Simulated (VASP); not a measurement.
# BN (P6_3/mmc) in VASP: settings compared

One crystal, BN, is run at these levels: PBEsol, LDA, r2SCAN, TB-mBJ; tasks: elastic constants, band structure.

Program: VASP 6.6.1. These are calculated values, not measurements. Logs are shortened: lines on timing, memory, paths and dates and some standing lists are left out, and cuts for length are marked.

### Step 1. The structure

The structure is hexagonal, space group P6_3/mmc (No. 194). Conventional cell: a = 2.498 Å, b = 2.498 Å, c = 6.636 Å, α = 90.00°, β = 90.00°, γ = 120.00°. Around N (site symmetry -6m2) lie 3 B at 1.44 Å. B (site symmetry -6m2) is surrounded by 3 N at 1.44 Å.

### Step 2. Elastic constants, PBEsol

POSCAR reads:

```
BN
1.0
    2.4982400000      0.0000000000      0.0000000000
   -1.2491200000      2.1635393048      0.0000000000
    0.0000000000      0.0000000000      6.6357000000
N B
2 2
Direct
    0.6666666667      0.3333333333      0.2500000000
    0.3333333333      0.6666666667      0.7500000000
    0.6666666667      0.3333333333      0.7500000000
    0.3333333333      0.6666666667      0.2500000000
```

INCAR.step1 reads:

```
SYSTEM = BN
  ALGO = Normal
  EDIFF = 1E-8
  EDIFFG = -0.002
  ENCUT = 600
  GGA = PS
  IBRION = 2
  ISIF = 3
  ISMEAR = 0
  LASPH = .TRUE.
  LCHARG = .FALSE.
  LREAL = .FALSE.
  LWAVE = .FALSE.
  NELM = 80
  NSW = 40
  PREC = Accurate
  SIGMA = 0.02
```

INCAR.step2 reads:

```
SYSTEM = BN
  ALGO = Normal
  EDIFF = 1E-8
  ENCUT = 600
  GGA = PS
  IBRION = 6
  ISIF = 3
  ISMEAR = 0
  LASPH = .TRUE.
  LCHARG = .FALSE.
  LREAL = .FALSE.
  LWAVE = .FALSE.
  NELM = 80
  NFREE = 2
  NSW = 1
  POTIM = 0.015
  PREC = Accurate
  SIGMA = 0.02
```

KPOINTS reads:

```
k-points
0
G
  9 9 3
  0 0 0
```

Potentials or basis: VASP PAW PBE potentials, release 64 (N, B).

On the command line:

```bash
> cat potpaw_PBE.64/N/POTCAR potpaw_PBE.64/B/POTCAR > POTCAR
> cp INCAR.step1 INCAR
> mpirun -np 1 vasp_std > vasp.out
> cp CONTCAR POSCAR
> cp INCAR.step2 INCAR
> mpirun -np 1 vasp_std > vasp.out
```

OUTCAR:

```text
SYSTEM = BN
   EDIFF = 1E-8
   ENCUT = 600
   GGA = PS
   IBRION = 6
   ISIF = 3
   ISMEAR = 0
   LASPH = .TRUE.
   LREAL = .FALSE.
   NELM = 80
   NFREE = 2
   NSW = 1
   POTIM = 0.015
   PREC = Accurate

 ion  position               nearest neighbor table
   1  0.667  0.333  0.250-   4 1.45   4 1.45   4 1.45
   2  0.333  0.667  0.750-   3 1.45   3 1.45   3 1.45
   3  0.667  0.333  0.750-   2 1.45   2 1.45   2 1.45
   4  0.333  0.667  0.250-   1 1.45   1 1.45   1 1.45

  LATTYP: Found a hexagonal cell.
 ALAT       =     2.5051551826
 C/A-ratio  =     2.7565073047

  Lattice vectors:

 A1 = (   2.5051551826,   0.0000000000,   0.0000000000)
 A2 = (  -1.2525775913,   2.1695280286,   0.0000000000)
 A3 = (   0.0000000000,   0.0000000000,   6.9054785604)

Analysis of symmetry for initial positions (statically):
=====================================================================
 Subroutine PRICEL returns:
 Original cell was already a primitive cell.

 Routine SETGRP: Setting up the symmetry group for a
 hexagonal supercell.

 Subroutine GETGRP returns: Found 24 space group operations
 (whereof 12 operations were pure point group operations)
 out of a pool of 24 trial point group operations.

The static configuration has the point symmetry D_3d.
 The point group associated with its full space group is D_6h.

Analysis of symmetry for dynamics (positions and initial velocities):
=====================================================================
 Subroutine PRICEL returns:
 Original cell was already a primitive cell.

 Routine SETGRP: Setting up the symmetry group for a
 hexagonal supercell.

 Subroutine GETGRP returns: Found 24 space group operations
 (whereof 12 operations were pure point group operations)
 out of a pool of 24 trial point group operations.

The dynamic configuration has the point symmetry D_3d.
 The point group associated with its full space group is D_6h.

 Subroutine INISYM returns: Found 24 space group operations
 (whereof 12 operations are pure point group operations),
 and found     1 'primitive' translations

----------------------------------------------------------------------------------------

                                     Primitive cell

  volume of cell :      37.5313

  direct lattice vectors                    reciprocal lattice vectors
     2.505155183  0.000000000  0.000000000     0.399176868  0.230464872  0.000000000
    -1.252577591  2.169528029  0.000000000     0.000000000  0.460929745  0.000000000
     0.000000000  0.000000000  6.905478560     0.000000000  0.000000000  0.144812556

  length of vectors
     2.505155183  2.505155183  6.905478560     0.460929745  0.460929745  0.144812556

  position of ions in fractional coordinates (direct lattice)
     0.666666667  0.333333333  0.250000000
     0.333333333  0.666666667  0.750000000
     0.666666667  0.333333333  0.750000000
     0.333333333  0.666666667  0.250000000

  ion indices of the primitive-cell ions
   primitive index   ion index
                 1           1
                 2           2
                 3           3
                 4           4

----------------------------------------------------------------------------------------

 KPOINTS: k-points

Automatic generation of k-mesh.
 Grid dimensions read from file:
 generate k-points for:    9    9    3

[... 242 lines left out ...]
      9       6.5356      0.00000
     10      11.2942      0.00000
     11      13.2754      0.00000
     12      13.2754      0.00000
[... 331 lines left out ...]
 k-point    24 :       0.3333    0.3333    0.3333
  band No.  band energies     occupation
      1     -12.1398      2.00000
      2     -12.1398      2.00000
      3      -6.2022      2.00000
      4      -6.1487      2.00000
      5      -5.3619      2.00000
      6      -5.3619      2.00000
      7       1.7533      2.00000
      8       1.7533      2.00000
      9       6.3895      0.00000
     10       6.3895      0.00000
     11      12.9666      0.00000
     12      14.3128      0.00000

[... ionic steps 4 to 18 ...]

--------------------------------------- Ionic step       19  -------------------------------------------

 number of electron      15.9999999 magnetization

------------------------ aborting loop because EDIFF is reached ----------------------------------------
[... 71 lines left out ...]
--------------------------------------- Ionic step       21  -------------------------------------------

 number of electron      15.9999999 magnetization

 Free energy of the ion-electron system (eV)
  ---------------------------------------------------
  ext. energy  EPLUGINS =         0.00000000
  ---------------------------------------------------
  free energy    TOTEN  =       -36.57575935 eV

  energy without entropy =      -36.57575935  energy(sigma->0) =      -36.57575935

 E-fermi :   2.0413     XC(G=0): -10.0358

 val. band max:        1.8637080554   @ k =   0.3333   0.3333   0.3333
 cond. band min:       6.2202802393   @ k =   0.4444   0.1111   0.0000
 fundamental gap:      4.3565721838
 Fermi energy:         2.0412694539

 k-point     1 :       0.0000    0.0000    0.0000
  band No.  band energies     occupation
      1     -15.8394      2.00000
      2     -15.6154      2.00000
      3      -4.2434      2.00000
      4      -2.4461      2.00000
      5       0.5695      2.00000
      6       0.5695      2.00000
      7       0.5947      2.00000
      8       0.5947      2.00000
      9       6.7158      0.00000
     10      11.5830      0.00000
     11      13.3843      0.00000
     12      13.4034      0.00000
[... 331 lines left out ...]
 k-point    24 :       0.3333    0.3333    0.3333
  band No.  band energies     occupation
      1     -12.0254      2.00000
      2     -12.0239      2.00000
      3      -6.0905      2.00000
      4      -6.0298      2.00000
      5      -5.2482      2.00000
      6      -5.2468      2.00000
      7       1.8631      2.00000
      8       1.8637      2.00000
      9       6.5023      0.00000
     10       6.5027      0.00000
     11      13.0410      0.00000
     12      14.4313      0.00000

 [... further k-points ...]

------------------------ aborting loop because EDIFF is reached ----------------------------------------

  FORCE on cell =-STRESS in cart. coord.  units (eV):
  Direction    XX          YY          ZZ          XY          YZ          ZX
  --------------------------------------------------------------------------------------
  -------------------------------------------------------------------------------------
  Total       -0.0055566     -0.0055566     -0.0140375     -0.0000000     -0.0000000      0.0000000
  in kB       -0.2372041     -0.2372041     -0.5992493     -0.0000000     -0.0000000      0.0000000
  external PRESSURE =      -0.3578858 kB  Pullay stress =       0.0000000 kB
[... 19 lines left out ...]
  FREE ENERGIE OF THE ION-ELECTRON SYSTEM (eV)
  ---------------------------------------------------
  free  energy   TOTEN  =       -36.5757593502 eV

  energy  without entropy=      -36.5757593502  energy(sigma->0) =      -36.57575935

 INTERNAL STRAIN TENSORS FROM STRAINED CELLS
 ============================================

 INTERNAL STRAIN TENSOR FOR ION    1 for displacements in x,y,z  (eV/Angst):
          X           Y           Z          XY          YZ          ZX
  --------------------------------------------------------------------------------
  x    -0.00000     0.00000    -0.00000    13.06801    -0.00000    -0.00000
  y    13.11297   -13.16183     0.00000     0.00022    -0.00005     0.00011
  z     0.00000    -0.00000    -0.00000    -0.00000    -0.00125    -0.00000

 INTERNAL STRAIN TENSORS FROM DISPLACED ATOMS
 ============================================

 INTERNAL STRAIN TENSOR FOR ION    1 for displacements in x,y,z  (eV/Angst):
          X           Y           Z          XY          YZ          ZX
  --------------------------------------------------------------------------------
  x     0.00000     0.00000     0.00000    13.08361     0.00000     0.00000
  y    13.08361   -13.08361     0.00000    -0.00000     0.00000     0.00000
  z    -0.00000    -0.00000     0.00000    -0.00000     0.00000     0.00000

 INTERNAL STRAIN TENSOR FOR ION    4 for displacements in x,y,z  (eV/Angst):
          X           Y           Z          XY          YZ          ZX
  --------------------------------------------------------------------------------
  x     0.00000     0.00000     0.00000   -12.97757     0.00000     0.00000
  y   -12.97757    12.97757    -0.00000     0.00000     0.00000     0.00000
  z    -0.00000    -0.00000     0.00000     0.00000     0.00000     0.00000

 Eigenvectors and eigenvalues of the dynamical matrix
 ----------------------------------------------------

   1 f  =   40.780960 THz   256.234329 2PiTHz 1360.306404 cm-1   168.656423 meV
             X         Y         Z           dx          dy          dz
      1.252578  0.723176  1.726370     0.000000   -0.466724   -0.000000
     -0.000000  1.446352  5.179109     0.000000   -0.466724   -0.000000
      1.252578  0.723176  5.179109    -0.000000    0.531196   -0.000000
     -0.000000  1.446352  1.726370    -0.000000    0.531196    0.000000
[... 71 lines left out ...]
  12 f/i=    0.002257 THz     0.014181 2PiTHz    0.075287 cm-1     0.009334 meV
             X         Y         Z           dx          dy          dz
      1.252578  0.723176  1.726370    -0.385467    0.365491    0.000000
     -0.000000  1.446352  5.179109    -0.385467    0.365491    0.000000
      1.252578  0.723176  5.179109    -0.338682    0.321131    0.000000
     -0.000000  1.446352  1.726370    -0.338682    0.321131    0.000000

--------------------------------------------------------------------------------------------------------

 ELASTIC MODULI CONTR FROM IONIC RELAXATION (kBar)
 Direction    XX          YY          ZZ          XY          YZ          ZX
 --------------------------------------------------------------------------------
 XX        -356.3356    356.3356      0.0000     -0.0000      0.0000      0.0000
 YY         356.3356   -356.3356     -0.0000      0.0000     -0.0000      0.0000
 ZZ           0.0000     -0.0000     -0.0000      0.0000     -0.0000      0.0000
 XY          -0.0000      0.0000      0.0000   -356.3356     -0.0000      0.0000
 YZ           0.0000     -0.0000     -0.0000     -0.0000     -0.0000      0.0000
 ZX           0.0000      0.0000      0.0000      0.0000      0.0000      0.0000
 --------------------------------------------------------------------------------

 TOTAL ELASTIC MODULI (kBar)
 Direction    XX          YY          ZZ          XY          YZ          ZX
 --------------------------------------------------------------------------------
 XX        8433.8691   1969.1128     11.3766     -0.0000     -0.0000      0.0000
 YY        1969.1128   8433.8691     11.3766      0.0000      0.0000      0.0000
 ZZ          11.3766     11.3766    119.3456     -0.0000     -0.0000      0.0000
 XY          -0.0000      0.0000      0.0000   3232.3782      0.0000      0.0000
 YZ           0.0000     -0.0000     -0.0000     -0.0000     28.5136      0.0000
 ZX           0.0000      0.0000      0.0000      0.0000      0.0000     28.5151
 --------------------------------------------------------------------------------
```

Wall time 6.7 min (1 thread of AMD EPYC 7R13 (Zen 3), shared host); peak memory 0.19 GiB.

Results:

```
Relaxed volume                                          : 9.38 Å³/atom
Relaxed cell                                            : a = 2.505 Å, b = 2.505 Å, c = 6.905 Å, α = 90.00°, β = 90.00°, γ = 120.00°
Space group after relaxing (to 0.05 Å)                  : P6_3/mmc (No. 194)
Voigt bulk modulus                                      : 233 GPa
Highest phonon frequency at Γ, LO-TO splitting left out : 1360 cm⁻¹
```

The path:
```
step  energy change (eV)  largest force (eV/Å)  pressure (GPa)  volume (Å³)
   1              0.0000                0.0000            2.28        35.87
   2              0.0050                0.0000           -3.63        36.53
   3             -0.0020                0.0000            0.16        36.10
   4             -0.0023                0.0000            0.15        36.15
   5             -0.0029                0.0000            0.13        36.32
   6             -0.0038                0.0000            0.08        36.67
   7             -0.0047                0.0000            0.02        37.35
   8             -0.0047                0.0000            0.01        37.53
```

Final structure:
```
N B
1.0
     2.50516    0.00000    0.00000
    -1.25258    2.16953    0.00000
     0.00000    0.00000    6.90548
N B
2 2
Cartesian
  1.2526 0.7232 1.7264
  0.0000 1.4464 5.1791
  1.2526 0.7232 5.1791
  0.0000 1.4464 1.7264
```

Phonon frequencies in cm⁻¹ (negative: imaginary):
```tsv
q point	frequencies
(0.000, 0.000, 0.000)	0 0 0 35 35 75 752 794 1360 1360 1360 1360
```

Elastic tensor in Voigt notation (GPa, in the Cartesian axes of the cell as first typed):
```
843 197   1   0   0   0
197 843   1   0   0   0
  1   1  12   0   0   0
  0   0   0   3   0   0
  0   0   0   0   3   0
  0   0   0   0   0 323
```

Clamped-ion elastic tensor (GPa):
```
879 161   1   0   0   0
161 879   1   0   0   0
  1   1  12   0   0   0
  0   0   0   3   0   0
  0   0   0   0   3   0
  0   0   0   0   0 359
```

Caveat: the PAW data sets were made with another functional, which shifts forces and pressure a little; this functional lacks dispersion, which binds the layers, so the pressure and a relaxed spacing across them are unreliable.

[end of part 1 of 3]
